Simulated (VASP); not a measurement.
Input of a VASP 6.6.1 run:

File INCAR:

```
SYSTEM = Ce
PREC     = Accurate       ! precision mode
ENCUT    = 520            ! plane-wave cutoff, eV
EDIFF    = 1E-6           ! SCF threshold, eV
ISMEAR   = -1             ! smearing method
SIGMA    = 0.05           ! smearing width, eV
LREAL    = .FALSE.        ! projectors in reciprocal space
LASPH    = .TRUE.         ! aspherical terms in the spheres
NELM     = 120            ! most SCF steps
ALGO     = Normal         ! electronic algorithm
ISIF     = 2              ! what is computed and relaxed
LWAVE    = .FALSE.        ! write WAVECAR
LCHARG   = .FALSE.        ! write CHGCAR
ISPIN    = 2              ! spin polarisation
MAGMOM   = 2.5 2.5        ! initial moments
LORBIT   = 11             ! projections on sites
LMAXMIX  = 6              ! l up to which the mixer works
GGA      = PE             ! functional
NBANDS   = 23             ! bands
```

File KPOINTS:

```
Automatic mesh
0
G
  8 8 5
  0 0 0
```

POSCAR

```
Ce
1.0
    3.6500000000      0.0000000000      0.0000000000
   -1.8250000000      3.1609927238      0.0000000000
    0.0000000000      0.0000000000      5.9600000000
Ce
2
Direct
    0.6666666667      0.3333333333      0.7500000000
    0.3333333333      0.6666666667      0.2500000000
```

Potentials or basis: VASP PAW PBE potentials, release 64 (Ce).

Launch:

```console
$ cat potpaw_PBE.64/Ce/POTCAR > POTCAR
$ mpirun -np 1 vasp_std > vasp.out
```

Question: What does it give for the site moments?

Answer: Ce +0.77 μB.

Question: Predict the band gap on the k mesh.

Answer: None (metal or under the smearing width).

Question: Estimate the pressure.

Answer: -4.1 GPa.

Question: Predict the net moment.

Answer: 1.87 μB per cell.

Stress tensor (GPa, compression positive):
```
-4.17  0.00  0.00
 0.00 -4.17  0.00
 0.00  0.00 -4.06
```

Caveat: the magnetic or orbital state may not be the lowest; spin-orbit coupling is left out, which moves the levels of the heavy elements. The state reached can hang on the start; a lower one may exist.
